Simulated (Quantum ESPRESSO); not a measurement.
# Be (P6_3/mmc) in Quantum ESPRESSO: convergence with wavefunction cutoff

Aim: find how far wavefunction cutoff must go before the results for Be settle, at PBE. This setting moves, with any that are tied to it; all else stays.

Program: Quantum ESPRESSO 7.5. These are calculated values, not measurements. Logs are shortened: lines on timing, memory, paths and dates and some standing lists are left out, and cuts for length are marked.

### Step 1. The structure

The structure is hexagonal, space group P6_3/mmc (No. 194). Conventional cell: a = 2.285 Å, b = 2.285 Å, c = 3.584 Å, α = 90.00°, β = 90.00°, γ = 120.00°. Be (site symmetry -6m2) is surrounded by 12 Be at 2.23 to 2.29 Å.

### Step 2. With wavefunction cutoff 35 Ry

The input, pw.in:

```
&CONTROL
  calculation = 'scf'
  prefix = 'pwscf'
  outdir = './tmp'
  pseudo_dir = './pseudo'
  tprnfor = .true.
  tstress = .true.
  disk_io = 'nowf'
/
&SYSTEM
  ibrav = 0
  nat = 2
  ntyp = 1
  ecutwfc = 35
  nbnd = 9
  occupations = 'smearing'
  smearing = 'mv'
  degauss = 0.00999582
/
&ELECTRONS
  conv_thr = 4d-10
  electron_maxstep = 120
  mixing_beta = 0.5
/
ATOMIC_SPECIES
Be     9.0122 Be.upf
CELL_PARAMETERS angstrom
   2.2853000000    0.0000000000    0.0000000000
  -1.1426500000    1.9791278553    0.0000000000
   0.0000000000    0.0000000000    3.5842000000
ATOMIC_POSITIONS crystal
Be     0.6666666667    0.3333333333    0.7500000000
Be     0.3333333333    0.6666666667    0.2500000000
K_POINTS automatic
13 13 8 0 0 0
```

Potentials or basis: PseudoDojo 0.5 SR PBE standard.

On the command line:

```bash
$ OMP_NUM_THREADS=1 pw.x -in pw.in > pw.out
```

pw.out:

```text
This program is part of the open-source Quantum ESPRESSO suite
     for quantum simulation of materials; please cite
         "P. Giannozzi et al., J. Phys.:Condens. Matter 21 395502 (2009);
         "P. Giannozzi et al., J. Phys.:Condens. Matter 29 465901 (2017);
         "P. Giannozzi et al., J. Chem. Phys. 152 154105 (2020);
     in publications or presentations arising from this work. More details at

     Message from routine setup:
     using ibrav=0 with symmetry is DISCOURAGED, use correct ibrav instead

     G-vector sticks info
     --------------------
     sticks:   dense  smooth     PW     G-vecs:    dense   smooth      PW
     Sum         187     187     61                 3031     3031     615

     Using Slab Decomposition

     bravais-lattice index     =            0
     lattice parameter (alat)  =       4.3186  a.u.
     unit-cell volume          =     109.3971 (a.u.)^3
     number of atoms/cell      =            2
     number of atomic types    =            1
     number of electrons       =         8.00
     number of Kohn-Sham states=            9
     kinetic-energy cutoff     =      35.0000  Ry
     charge density cutoff     =     140.0000  Ry
     scf convergence threshold =      4.0E-10
     mixing beta               =       0.5000
     number of iterations used =            8  plain     mixing
     Exchange-correlation= PBE
                           (   1   4   3   4   0   0   0)

     celldm(1)=   4.318591  celldm(2)=   0.000000  celldm(3)=   0.000000
     celldm(4)=   0.000000  celldm(5)=   0.000000  celldm(6)=   0.000000

     crystal axes: (cart. coord. in units of alat)
               a(1) = (   1.000000   0.000000   0.000000 )
               a(2) = (  -0.500000   0.866025   0.000000 )
               a(3) = (   0.000000   0.000000   1.568372 )

     reciprocal axes: (cart. coord. in units 2 pi/alat)
               b(1) = (  1.000000  0.577350 -0.000000 )
               b(2) = (  0.000000  1.154701  0.000000 )
               b(3) = (  0.000000 -0.000000  0.637604 )

     PseudoPot. # 1 for Be read from file:
     Be.upf
     Pseudo is Norm-conserving, Zval =  4.0
     Generated using ONCVPSP code by D. R. Hamann
     Using radial grid of 1358 points,  4 beta functions with:
                l(1) =   0
                l(2) =   0
                l(3) =   1
                l(4) =   1

     atomic species   valence    mass     pseudopotential
     Be                4.00     9.01220     Be( 1.00)

     24 Sym. Ops., with inversion, found (12 have fractional translation)

   Cartesian axes

     site n.     atom                  positions (alat units)
         1        Be     tau(   1) = (   0.5000000   0.2886751   1.1762788  )
         2        Be     tau(   2) = (  -0.0000000   0.5773503   0.3920929  )

     number of k points=   105  Marzari-Vanderbilt smearing, width (Ry)=  0.0100

     Number of k-points >= 100: set verbosity='high' to print them.

     Dense  grid:     3031 G-vectors     FFT dimensions: (  18,  18,  30)

     Initial potential from superposition of free atoms

     starting charge       7.9996, renormalised to       8.0000
     Starting wfcs are    4 randomized atomic wfcs +    5 random wfcs

     Self-consistent Calculation

     iteration #  1     ecut=    35.00 Ry     beta= 0.50
     Davidson diagonalization with overlap
     ethr =  1.00E-02,  avg # of iterations =  6.3

     total energy              =     -54.62342793 Ry
     estimated scf accuracy    <       0.08547584 Ry

     iteration #  2     ecut=    35.00 Ry     beta= 0.50
     Davidson diagonalization with overlap
     ethr =  1.07E-03,  avg # of iterations =  1.0

     total energy              =     -54.61884603 Ry
     estimated scf accuracy    <       0.01922212 Ry

     iteration #  3     ecut=    35.00 Ry     beta= 0.50
     Davidson diagonalization with overlap
     ethr =  2.40E-04,  avg # of iterations =  1.4

     total energy              =     -54.61937391 Ry
     estimated scf accuracy    <       0.00002465 Ry

     iteration #  4     ecut=    35.00 Ry     beta= 0.50
     Davidson diagonalization with overlap
     ethr =  3.08E-07,  avg # of iterations =  4.7

     total energy              =     -54.61937841 Ry
     estimated scf accuracy    <       0.00000073 Ry

     iteration #  5     ecut=    35.00 Ry     beta= 0.50
     Davidson diagonalization with overlap
     ethr =  9.15E-09,  avg # of iterations =  1.0

     total energy              =     -54.61937843 Ry
     estimated scf accuracy    <       0.00000002 Ry

     iteration #  6     ecut=    35.00 Ry     beta= 0.50
     Davidson diagonalization with overlap
     ethr =  1.91E-10,  avg # of iterations =  2.0

     total energy              =     -54.61937843 Ry
     estimated scf accuracy    <          2.3E-09 Ry

     iteration #  7     ecut=    35.00 Ry     beta= 0.50
     Davidson diagonalization with overlap
     ethr =  2.91E-11,  avg # of iterations =  1.0

     End of self-consistent calculation

     Number of k-points >= 100: set verbosity='high' to print the bands.

     the Fermi energy is     8.3928 ev

!    total energy              =     -54.61937843 Ry
     estimated scf accuracy    <          2.1E-11 Ry
     smearing contrib. (-TS)   =       0.00007403 Ry
     internal energy E=F+TS    =     -54.61945247 Ry

     The total energy is F=E-TS. E is the sum of the following terms:
     one-electron contribution =     -28.46601430 Ry
     hartree contribution      =       7.56830631 Ry
     xc contribution           =      -9.38040410 Ry
     ewald contribution        =     -24.34134038 Ry

     convergence has been achieved in   7 iterations

     Forces acting on atoms (cartesian axes, Ry/au):

     atom    1 type  1   force =    -0.00000000   -0.00000000    0.00000000
     atom    2 type  1   force =     0.00000000    0.00000000    0.00000000

     Total force =     0.000000     Total SCF correction =     0.000000

     Computing stress (Cartesian axis) and pressure

          total   stress  (Ry/bohr**3)                   (kbar)     P=    -4521.61
  -0.03075824   0.00000000   0.00000000        -4524.69        0.00        0.00
   0.00000000  -0.03075824  -0.00000000            0.00    -4524.69       -0.00
   0.00000000  -0.00000000  -0.03069545            0.00       -0.00    -4515.46

=------------------------------------------------------------------------------=
   JOB DONE.
=------------------------------------------------------------------------------=
```

Run time: 5.8 s. Hardware: 1 thread of Intel Xeon at 2.70GHz, shared host; peak memory 0.05 GiB.

What came out:

- Free energy: -743.1345 eV
- Pressure: -452.2 GPa
- Band gap on the k mesh: none (metal or under the smearing width)

### Step 3. With wavefunction cutoff 44 Ry

Changes to pw.in since step 2:

```diff
@@ -13,3 +13,3 @@
   ntyp = 1
-  ecutwfc = 35
+  ecutwfc = 44
   nbnd = 9
```

Potentials or basis: PseudoDojo 0.5 SR PBE standard.

On the command line:

```bash
$ OMP_NUM_THREADS=1 pw.x -in pw.in > pw.out
```

Run time: 3.7 s. Hardware: 1 thread of Intel Xeon at 2.70GHz, shared host; peak memory 0.05 GiB.

What came out:

| Item | Value |
| --- | --- |
| Free energy | -754.3781 eV |
| Pressure | -205.5 GPa |
| Band gap on the k mesh | none (metal or under the smearing width) |

### Step 4. With wavefunction cutoff 53 Ry

Changes to pw.in since step 3:

```diff
@@ -13,3 +13,3 @@
   ntyp = 1
-  ecutwfc = 44
+  ecutwfc = 53
   nbnd = 9
```

On the command line:

```bash
$ OMP_NUM_THREADS=1 pw.x -in pw.in > pw.out
```

Wall time 5.7 s (1 thread of Intel Xeon at 2.70GHz, shared host); peak memory 0.05 GiB.

What came out:

```yaml
Free_energy: -758.1204 eV
Pressure: -76.5 GPa
Band_gap_on_the_k_mesh: none (metal or under the smearing width)
```

### Step 5. With wavefunction cutoff 62 Ry

Changes to pw.in since step 4:

```diff
@@ -13,3 +13,3 @@
   ntyp = 1
-  ecutwfc = 53
+  ecutwfc = 62
   nbnd = 9
```

On the command line:

```bash
$ OMP_NUM_THREADS=1 pw.x -in pw.in > pw.out
```

Wall time 7.3 s (1 thread of Intel Xeon at 2.70GHz, shared host); peak memory 0.05 GiB.

What came out:

| Quantity | Value |
| --- | --- |
| Free energy | -759.1818 eV |
| Pressure | -23.2 GPa |
| Band gap on the k mesh | none (metal or under the smearing width) |

### Step 6. With wavefunction cutoff 70 Ry

Changes to pw.in since step 5:

```diff
@@ -13,3 +13,3 @@
   ntyp = 1
-  ecutwfc = 62
+  ecutwfc = 70
   nbnd = 9
```

Potentials or basis: PseudoDojo 0.5 SR PBE standard.

On the command line:

```bash
$ OMP_NUM_THREADS=1 pw.x -in pw.in > pw.out
```

Wall time 8.9 s (1 thread of Intel Xeon at 2.70GHz, shared host); peak memory 0.05 GiB.

The run converged. Its results:

```yaml
Free_energy: -759.4036 eV
Pressure: -7.4 GPa
Band_gap_on_the_k_mesh: none (metal or under the smearing width)
```

### Step 7. With wavefunction cutoff 79 Ry

Changes to pw.in since step 6:

```diff
@@ -13,3 +13,3 @@
   ntyp = 1
-  ecutwfc = 70
+  ecutwfc = 79
   nbnd = 9
```

On the command line:

```bash
$ OMP_NUM_THREADS=1 pw.x -in pw.in > pw.out
```

Wall time 10 s (1 thread of Intel Xeon at 2.70GHz, shared host); peak memory 0.05 GiB.

The run converged. Its results:

| Quantity | Value |
| --- | --- |
| Free energy | -759.4500 eV |
| Pressure | -2.8 GPa |
| Band gap on the k mesh | none (metal or under the smearing width) |

### Step 8. With wavefunction cutoff 88 Ry

Changes to pw.in since step 7:

```diff
@@ -13,3 +13,3 @@
   ntyp = 1
-  ecutwfc = 79
+  ecutwfc = 88
   nbnd = 9
```

On the command line:

```bash
$ OMP_NUM_THREADS=1 pw.x -in pw.in > pw.out
```

It took 9.1 s on 1 thread of Intel Xeon at 2.70GHz, shared host; peak memory 0.06 GiB.

The run converged. Its results:

- Free energy: -759.4549 eV
- Pressure: -2.0 GPa
- Band gap on the k mesh: none (metal or under the smearing width)

### Step 9. With wavefunction cutoff 106 Ry

Changes to pw.in since step 8:

```diff
@@ -13,3 +13,3 @@
   ntyp = 1
-  ecutwfc = 88
+  ecutwfc = 106
   nbnd = 9
```

Potentials or basis: PseudoDojo 0.5 SR PBE standard.

On the command line:

```bash
$ OMP_NUM_THREADS=1 pw.x -in pw.in > pw.out
```

Run time: 14 s. Hardware: 1 thread of Intel Xeon at 2.70GHz, shared host; peak memory 0.07 GiB.

Results (log left out):

```yaml
Free_energy: -759.4552 eV
Pressure: -2.0 GPa
Band_gap_on_the_k_mesh: none (metal or under the smearing width)
```

### Step 10. With wavefunction cutoff 132 Ry

Changes to pw.in since step 9:

```diff
@@ -13,3 +13,3 @@
   ntyp = 1
-  ecutwfc = 106
+  ecutwfc = 132
   nbnd = 9
```

On the command line:

```bash
$ OMP_NUM_THREADS=1 pw.x -in pw.in > pw.out
```

Wall time 17 s (1 thread of Intel Xeon at 2.70GHz, shared host); peak memory 0.08 GiB.

Results (log left out):

- Free energy: -759.4559 eV
- Pressure: -2.0 GPa
- Band gap on the k mesh: none (metal or under the smearing width)

### Step 11. The series at a glance

| wavefunction cutoff | energy less the tightest run, at zero smearing (meV/atom) | pressure (GPa) | SCF cycles | CPU time (s) | peak memory (GiB) |
| --- | --- | --- | --- | --- | --- |
| 35 Ry | 8160.68 | -452.16 | 7 | 5.7 | 0.05 |
| 44 Ry | 2538.91 | -205.50 | 6 | 3.7 | 0.05 |
| 53 Ry | 667.76 | -76.52 | 6 | 5.7 | 0.05 |
| 62 Ry | 137.04 | -23.22 | 5 | 7.3 | 0.05 |
| 70 Ry | 26.15 | -7.42 | 5 | 8.9 | 0.05 |
| 79 Ry | 2.91 | -2.77 | 5 | 10 | 0.05 |
| 88 Ry | 0.50 | -2.03 | 5 | 9.1 | 0.06 |
| 106 Ry | 0.32 | -2.01 | 5 | 14 | 0.07 |
| 132 Ry | 0.00 | -2.02 | 5 | 17 | 0.08 |

Against the tightest run, the energy stays within 1 meV/atom from 88 Ry on; the pressure stays within 0.1 GPa from 88 Ry on. The tightest run that finished is the yardstick and may itself not be fully converged.
